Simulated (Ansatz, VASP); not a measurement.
# Two plane-wave programs on GaSb

```
Ga Sb
1.0
     0.00000    3.17090    3.17090
     3.17090    0.00000    3.17090
     3.17090    3.17090    0.00000
Ga Sb
1 1
Direct
  0.00000 0.00000 0.00000
  0.25000 0.25000 0.25000
```

Alike in both runs: task single point; functional PBE; k mesh 6 × 6 × 6; occupations fermi-dirac, width 0.02 eV; no spin polarisation.

```csv
,VASP,Ansatz
version,VASP 6.6.1,Ansatz 0.2.0
potentials or method,"VASP PAW PBE potentials, release 64 (Ga_d, Sb)","plane waves, PAW"
plane-wave cutoff (eV),520,420
valence electrons in the cell,18,28
```

Ansatz gave:

| Item | Value |
| --- | --- |
| pressure (GPa) | -2.3 |

**Question.** Estimate VASP's values.

**Answer.** Pressure (GPa): -2.2.

With one functional, cell and mesh, what is left measures potentials, basis and numerics. The two sets of potentials don't hold the same shells in valence.

The runs have no spin-orbit coupling, so splittings on Sb are missing.
